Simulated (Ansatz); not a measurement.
# Al (Fm-3m) in Ansatz: notebook

Aim: see how the results for Al move with the level of theory and the settings. Levels: r2SCAN, rPW86-PBE+rVV10. Tasks: band structure, phonons, single point, equation of state.

Everything below comes from runs of Ansatz 0.2.0. Logs are shortened: lines on timing, memory, paths and dates and some standing lists are left out, and cuts for length are marked.

**The experiment to reproduce.**

“The interpretation of polycrystalline coherent inelastic neutron scattering from aluminium”, 2013, pmc:3831299 quotes, for a bulk crystal of Al: bulk modulus 76.9 GPa.

The runs below are set against these values where they give the same quantity.

### 1 Starting point

It takes space group Fm-3m (No. 225, cubic). The conventional cell has a = 4.050 Å, b = 4.050 Å, c = 4.050 Å, α = 90.00°, β = 90.00°, γ = 90.00°. Around Al (site symmetry m-3m) lie 12 Al at 2.86 Å.

### 2 Band structure, r2SCAN

The input, input.yaml:

```yaml
crystal:
  lattice:
    - [0.0, 2.024805, 2.024805]
    - [2.024805, 0.0, 2.024805]
    - [2.024805, 2.024805, 0.0]
  atoms:
    - { symbol: Al, position: [0.0, 0.0, 0.0] }
hamiltonian:
  xc: r2scan
  pseudopotentials: { kind: paw }
kpoints:
  mp_grid: { grid: [11, 11, 11] }
  band_path:
    path:
      - [[0.0, 0.0, 0.0], [0.5, 0.0, 0.5], [0.5, 0.25, 0.75], [0.375, 0.375, 0.75], [0.0, 0.0, 0.0], [0.5, 0.5, 0.5], [0.625, 0.25, 0.625], [0.5, 0.25, 0.75], [0.5, 0.5, 0.5], [0.375, 0.375, 0.75]]
      - [[0.625, 0.25, 0.625], [0.5, 0.0, 0.5]]
    npoints: 14
scf:
  occupations: { method: fermi_dirac, width: 0.05 }
  n_extra_bands: 6
output:
  forces: true
  stress: true
  eigenvalues: true
  fatbands: true
```

Potentials or basis: Ansatz PAW.

The run is started by

```
ansatz run input.yaml --threads 2 --pin off --max-ram 5120MiB --backend cpu --events-out ev --progress --plain --runs-dir out
```

What it wrote:

```text
Warning: RAYON_NUM_THREADS=2 ignored (pool sized by the plan → 2); use --threads N
scf.n_extra_bands = 6 over 2 filled bands (N_el = 3.0): the run solves 8 bands
Engine: ansatz 0.2.0, x86_64-unknown-linux-gnu
Pseudopotentials: kind: paw
Pseudopotential: Al, paw, valence charge 3, recommended cutoff 500 eV (meta_gga), Al.paw.azcp
Functional definition: r2SCAN
  parameter k0 = 0.174
  parameter k1 = 0.065
  parameter a1 = 4.9479
  exchange = r2scan_x(k0 = k0, k1 = k1, a1 = a1)
  correlation = r2scan_c
Crystal: 1 atoms, lattice volume = 16.603 Å³
Basis set: ecut = 500 eV, 411 PW (Γ), exchange–correlation on 96×96×96 points (64 copies of the dense FFT grid, shifted against one another)
Bands: 8, of which v1, the nominal top of the filled ones, is band 2 counted from 1 (1 counted from 0)
Symmetry: 48 space group operations
Space group: Fm-3m (ITA 225), of the structure as read, at distance tolerance 2.6e-5 Å
k-points: 56 of 1331
Non-local potential: Al, projectors of the file, l = 0: 2, l = 1: 2, l = 2: 1
PAW form: soft (Blöchl's): semilocal exchange-correlation on the pseudo side does not see the compensation charge
PAW frozen core: Al, regenerated for the run's functional (the file was generated under x = pbe(κ = 0.804, μ = 0.2195149727645171), c = pbe(β = 0.06672455060314922))
PAW one-centre angular grid: Al, 302 points (default); XC on 160 Gauss nodes
Initial density: superposition of atomic densities (neutral atoms: chi_scale 0, normalization atom), corrected by the library's trained network
Initial wavefunctions: pseudopotential atomic-orbital guess
Functional: x = r2scan, c = r2scan; τ floored in thin density (d = 2e-4 eV/Å³)
SCF iter   1: F=—  HF=-540.404258 eV  |F-HF|=—  |Δ(HF+E_count)|=         —  Δρ=3.35e-3  dr2=2.17e-3  dr2_τ=4.11e-3  ethr=1.77e-3  ⟨swp⟩=4.9  Hψ=3477  notcnv=0
preconditioner: auto → none  [metal: Δε(μ)=0.081 eV  Ē_g=17.506 eV  σ=0.050 eV  W_gap=0.38  n_scr=0 (ndim 8)  ℏωp=15.8 eV  f_vac=0.000  D(μ)=0.50/eV (n_scr^D=0)]
SCF iter   2: F=—  HF=-540.411823 eV  |F-HF|=—  |Δ(HF+E_count)|=   7.57e-3  Δρ=2.27e-3  dr2=9.80e-4  dr2_τ=2.36e-6  ethr=7.22e-5  ⟨swp⟩=2.4  Hψ=1248  notcnv=0  defer=97
SCF iter   3: F=—  HF=-540.411765 eV  |F-HF|=—  |Δ(HF+E_count)|=   5.83e-5  Δρ=1.03e-3  dr2=1.90e-4  dr2_τ=5.49e-7  ethr=3.27e-5  ⟨swp⟩=1.1  Hψ=359  notcnv=0  defer=97
SCF iter   4: F=—  HF=-540.411755 eV  |F-HF|=—  |Δ(HF+E_count)|=   9.81e-6  Δρ=3.30e-4  dr2=1.87e-5  dr2_τ=2.46e-8  ethr=6.32e-6  ⟨swp⟩=1.0  Hψ=351  notcnv=0  defer=97
SCF iter   5: F=—  HF=-540.411756 eV  |F-HF|=—  |Δ(HF+E_count)|=   5.01e-7  Δρ=6.17e-5  dr2=6.38e-7  dr2_τ=7.29e-10  ethr=6.22e-7  ⟨swp⟩=1.0  Hψ=351  notcnv=0  defer=97
SCF iter   6: F=-540.411756 eV  HF=-540.411756 eV  |F-HF|=1.31e-9  |Δ(HF+E_count)|=   5.04e-8  Δρ=7.92e-6  dr2=1.06e-8  dr2_τ=1.51e-11  ethr=3.33e-9  ⟨swp⟩=6.8  Hψ=2270  notcnv=0
SCF 1 converged in 6 iterations: F = -540.411756 eV  dr2 = 1.06e-8
NSCF: frozen V_eff on 142 k-points
SCF converged after 6 iterations
Free energy (F): -540.411756 eV
Harris-Foulkes:  -540.411756 eV  (|F-HF|=1.31e-9)
Internal energy: -540.407945 eV  (E = F + TS)
E sigma→0 (E₀):  -540.409850 eV
Entropy (-TS):   -0.003811 eV (-3.811 meV/atom)
Fermi energy:    7.909053 eV
--- Per-component energies (eV) ---
  E_band       = 9.634017
  E_kinetic    = 22.848759
  E_local      = 10.175680  (includes V_loc(G=0)·N_el)
  E_nonlocal   = 9.540925
  E_hartree    = 0.111175
  E_xc         = -36.618327
  E_vxc        = -31.029392  (∫ρ·V_xc dr)
  E_paw        = -473.042997  (= ΣΔE_a)
  E_vpaw       = -3.346010  (= ΣTr[D̂ρ^β])
  E_aug_tail   = -0.000001  (compensation charges beyond the density's cutoff)
  E_vtau       = 1.221712  (kinetic-family band-sum trace: ∫τ·v_τ [+ j·A + Jᵃ·Aᵃ] dr)
  E_ewald      = -73.363052
  E_core_change = -0.060108  (= ΣΔE_core)
  E_smearing   = -0.003811  (= −TS)
  E_closure    = -0.000000  (closes the sum)
  Σ components = -540.411756   (vs F -540.411756, Δ=0.00e0)
--- Forces (eV/Å), atoms counted from 1 ---
  atom   1  Al     0.00000000    -0.00000000     0.00000000
  max |Σ_I F_I| component: 2.57e-34 eV/Å
--- Stress (GPa, compression-positive) ---
       -3.350800       0.000000      -0.000000
        0.000000      -3.350800      -0.000000
        0.000000       0.000000      -3.350800
  P = ⅓ Tr σ = -3.3508 GPa (-33.508 kbar)
--- Band table (eV; the first three rows and the last of 56) ---
  k-point 0: bands = ["-3.8861", "21.1608", "21.1608", "21.1608", "23.0628", "23.0628", "23.0628", "25.2518"]
  k-point 1: bands = ["-3.6485", "18.1662", "20.5684", "20.5684", "23.6404", "24.0186", "24.0186", "27.1643"]
  k-point 2: bands = ["-2.9379", "14.3118", "19.8345", "19.8345", "23.3589", "24.8165", "24.8165", "26.2765"]
  k-point 55: bands = ["6.3871", "6.6561", "8.2302", "10.3588", "22.6682", "25.7673", "25.8555", "27.9435"]
```

Wall time 1.6 s (2 threads of Intel Xeon Platinum 8259CL at 2.50GHz (Skylake/Cascade Lake), shared host); peak memory 0.37 GiB.

What came out:

* Free energy: -540.4118 eV
* Pressure: -3.4 GPa
* Band gap on the k mesh: none (metal or under the smearing width)

Levels at the corners of the path, in eV from the Fermi level:
```
point  band 1  band 2  band 3  band 4  band 5
    Γ  -11.80   13.25   13.25   13.25   15.15
    X   -3.15   -1.64    5.46    5.97    5.97
    W   -0.94   -0.94    0.05    1.48   16.70
    K   -2.05   -1.52   -0.28    7.00    8.74
    Γ  -11.80   13.25   13.25   13.25   15.15
    L   -4.98   -4.52   12.03   12.03   12.26
    U   -2.05   -1.52   -0.28    7.00    8.74
    W   -0.94   -0.94    0.05    1.48   16.70
    L   -4.98   -4.52   12.03   12.03   12.26
    K   -2.05   -1.52   -0.28    7.00    8.74
    U   -2.05   -1.52   -0.28    7.00    8.74
    X   -3.15   -1.64    5.46    5.97    5.97
```

Caveat: the PAW data sets come from PBE, with cores solved anew for the run's functional, which leaves a small shift of forces and pressure.

### 3 Phonons, r2SCAN

input.yaml: that of step 2 with these lines changed.

```diff
@@ -11,4 +11,10 @@
 kpoints:
-  mp_grid: { grid: [11, 11, 11] }
-  band_path:
+  mp_grid: { grid: [10, 10, 10] }
+scf:
+  occupations: { method: fermi_dirac, width: 0.05 }
+phonons:
+  method: dfpt
+  qmesh: [2, 2, 2]
+  temperatures: { t_max: 1000, t_step: 100 }
+  qpath:
     path:
@@ -16,10 +22,2 @@
       - [[0.625, 0.25, 0.625], [0.5, 0.0, 0.5]]
-    npoints: 14
-scf:
-  occupations: { method: fermi_dirac, width: 0.05 }
-  n_extra_bands: 6
-output:
-  forces: true
-  stress: true
-  eigenvalues: true
-  fatbands: true
+    npoints: 8
```

Potentials or basis: Ansatz PAW.

The run is started by

```
ansatz run input.yaml --threads 2 --pin off --max-ram 5120MiB --backend cpu --events-out ev --progress --plain --runs-dir out
```

What it wrote:

```text
Warning: RAYON_NUM_THREADS=2 ignored (pool sized by the plan → 2); use --threads N
[... 9 set-up lines as earlier in the session ...]
Crystal: 1 atoms, lattice volume = 16.603 Å³
Basis set: ecut = 500 eV, 411 PW (Γ), exchange–correlation on 120×120×120 points (125 copies of the dense FFT grid, shifted against one another)
Bands: 6, of which v1, the nominal top of the filled ones, is band 2 counted from 1 (1 counted from 0)
[... 1 set-up line as earlier in the session ...]
k-points: 102 of 1000 (irreducible under 8 space group operations, time reversal used)
[... 5 set-up lines as earlier in the session ...]
[... 31 lines left out ...]
  E_hartree    = 0.110546
  E_xc         = -36.612970
  E_vxc        = -31.023232  (∫ρ·V_xc dr)
  E_paw        = -473.030278  (= ΣΔE_a)
  E_vpaw       = -3.331148  (= ΣTr[D̂ρ^β])
  E_aug_tail   = -0.000001  (compensation charges beyond the density's cutoff)
  E_vtau       = 1.219878  (kinetic-family band-sum trace: ∫τ·v_τ [+ j·A + Jᵃ·Aᵃ] dr)
  E_ewald      = -73.363052
  E_core_change = -0.060108  (= ΣΔE_core)
  E_smearing   = -0.005077  (= −TS)
  E_closure    = -0.000000  (closes the sum)
  Σ components = -540.387473   (vs F -540.387473, Δ=0.00e0)
--- Band table (eV; the first three rows and the last of 102) ---
  k-point 0: bands = ["-3.8855", "21.1595", "21.1595", "21.1595", "23.0631", "23.0631"]
  k-point 1: bands = ["-3.5980", "17.7785", "20.4853", "20.4853", "23.6263", "24.1723"]
  k-point 2: bands = ["-2.7390", "13.5613", "19.7220", "19.7220", "23.2918", "24.5083"]
  k-point 101: bands = ["6.1710", "7.5956", "7.9407", "9.9120", "22.0998", "23.9780"]
--- Phonons (Γ-DFPT): 1 representative perturbation + reference, on 102 of 1000 k-points (Σ response iterations 4) ---
  k mesh reduced under 8 symmetry operations, with k and −k counted as one. Each operation leaves every solved perturbation unchanged. A smaller set is not considered because the functional reads the kinetic-energy density
  ASR residual: 2.354e-5 → 0.000e0 eV/Å²; symmetrization residual: 1.878e-20 eV/Å²
  ASR residual per site (eV/Å²): 2.35e-5
  Γ frequencies (cm⁻¹): 0.00 0.00 0.00
--- Phonons (arbitrary-q DFPT): 3 irreducible q on the 2×2×2 mesh ---
  q = [0.0000, 0.0000, 0.0000] (star 1, of the zone-centre solve; hermiticity 7.98e-16, symmetrization 5.76e-16): -0.00 0.00 0.00
  q = [0.0000, 0.0000, -0.5000] (star 4, 1 solved perturbation on 282 of 1000 k-point pairs; hermiticity 4.11e-15, symmetrization 2.04e-14): 137.82 137.82 306.36
  q = [0.0000, -0.5000, -0.5000] (star 3, 2 solved perturbations in 273 linear systems a pass and spin channel, the states on 171 of 1000 k-point pairs; hermiticity 8.25e-16, symmetrization 4.69e-15): 187.19 187.19 290.39
  sum rule: each row above includes the acoustic sum rule's correction from the zone centre's row sums; it moved no ω² by more than (0.49 cm⁻¹)²
  mesh force constants: q→R imaginary residual 0.00e0; ASR residual 2.354e-5 → 0.000e0 eV/Å²; symmetrization residual 2.665e-15 eV/Å²
  interpolated dispersion: 82 rows × 3 modes
  density of states and harmonic sums: on the 26×26×26 q-mesh, interpolated from the force constants of a 2×2×2 supercell (no non-analytic term)
  largest difference from the sums on the solved wave vectors: F 5.57e-2 eV, S 8.80e-5 and C_V 3.23e-5 eV/K
  zero-point energy: 0.036142 eV/cell   skipped modes (ω ≤ 0): 3   left out of the sums: 5.69e-5 of the cell's modes: C_V's classical limit lies that fraction below 3 k_B per atom; for a crystal, a wire or a layer, F and S can be off by more, and a phonons.interpolated_qmesh denser along its periods is the remedy for the sampling
```

phbands.tsv:

```text
# q_distance	omega_0_inv_cm	omega_1_inv_cm	omega_2_inv_cm	omega_0_thz	omega_1_thz	omega_2_thz
# format = ansatz-phbands/1
# lo_to_splitting: not included (the non-analytic LO-TO correction is not applied to the interpolated dynamical matrix; polar crystals: no LO-TO splitting at GAMMA, and LO and other optical branches, acoustic branches and sound speeds, and with them the density of states and the thermodynamics, can be off between the wave vectors that the force constants were sampled on, most near GAMMA; a larger extent of the force constants narrows that region and is not shown to mend the acoustic slopes)
# jumps = 73
# n_points = 82
0.000000	0.000000	0.000000	0.000000	0.000000	0.000000	0.000000
0.193944	39.932489	39.932489	58.909873	1.197146	1.197146	1.766074
0.387888	77.604911	77.604911	115.065335	2.326537	2.326537	3.449572
0.581832	111.069927	111.069927	165.977456	3.329793	3.329793	4.975879
0.775777	138.932561	138.932561	209.629134	4.165093	4.165093	6.284523
0.969721	160.455937	160.455937	244.577912	4.810348	4.810348	7.332261
[... 68 lines left out ...]
9.411169	172.496195	233.898557	268.286047	5.171306	7.012102	8.043013
9.479739	175.896884	225.887375	273.415073	5.273256	6.771933	8.196778
9.548309	178.865596	217.708913	277.885465	5.362256	6.526749	8.330797
9.616878	181.393285	209.746622	281.686464	5.438034	6.288046	8.444748
9.685448	183.472186	202.412407	284.808924	5.500358	6.068171	8.538357
9.754017	185.095866	196.127304	287.245331	5.549034	5.879749	8.611398
9.822587	186.259277	191.290350	288.989821	5.583913	5.734740	8.663697
9.891157	186.958784	188.236722	290.038197	5.604883	5.643195	8.695126
9.959726	187.192198	187.192198	290.387936	5.611881	5.611881	8.705611
```

phdos.tsv:

```text
# omega_inv_cm	omega_thz	g_bin_mean(omega)[modes/inv_cm]
# format = ansatz-phdos/2
# interpolated_qmesh = 26 26 26
# force_constants_supercell = 2 2 2
# lo_to_splitting: not included (the non-analytic LO-TO correction is not applied to the interpolated dynamical matrix; polar crystals: no LO-TO splitting at GAMMA, and LO and other optical branches, acoustic branches and sound speeds, and with them the density of states and the thermodynamics, can be off between the wave vectors that the force constants were sampled on, most near GAMMA; a larger extent of the force constants narrows that region and is not shown to mend the acoustic slopes)
# g_bin_mean(omega): the modes in a bin one row spacing wide, centred on omega, divided by that spacing. A flat band (one whose frequency is the same at every q-point) is counted whole in the row whose bin holds it (on the edge of two bins, in the lower row). The modes of the run's own cell are the sum of g_bin_mean times the row spacing in inv_cm (a plain sum, not the trapezoid rule); for a one-atom cell on a GAMMA-only q-mesh every row is zero, so that sum is 0, not 3
0.000000	0.000000	3.345905e-9
0.612713	0.018369	8.699354e-8
1.225426	0.036737	3.278987e-7
1.838139	0.055106	7.294073e-7
2.450852	0.073475	1.291519e-6
3.063565	0.091843	2.014235e-6
[... 493 lines left out ...]
305.743834	9.165970	4.570093e-4
306.356547	9.184338	1.757728e-5
```

Wall time 12 s (2 threads of Intel Xeon Platinum 8259CL at 2.50GHz (Skylake/Cascade Lake), shared host); peak memory 0.92 GiB.

Results:

- Free energy: -540.3875 eV
- Band gap on the k mesh: none (metal or under the smearing width)
- Highest phonon frequency: 306 cm⁻¹

Levels at points of the mesh, in eV from the Fermi level:
```csv
k point,band 1,band 2,band 3,band 4
"(0.00, 0.00, 0.00)",-11.91,13.14,13.14,13.14
"(0.00, 0.00, -0.50)",-5.09,-4.64,11.91,11.91
"(0.00, -0.50, -0.50)",-3.27,-1.76,5.35,5.86
"(-0.50, 0.00, -0.50)",-3.27,-1.76,5.35,5.86
```

Phonon frequencies in cm⁻¹ (negative: imaginary):
```csv
q point,frequencies
"(0.000, 0.000, 0.000)",0 0 0
"(0.000, 0.000, -0.500)",138 138 306
"(0.000, -0.500, -0.500)",187 187 290
```

Caveat: the q mesh is small, so phonon branches between its points and thermal values are rough; the PAW data sets come from PBE, with cores solved anew for the run's functional, which leaves a small shift of forces and pressure; some levels weren't fully converged.

(Part 1 of 2 ends here.)
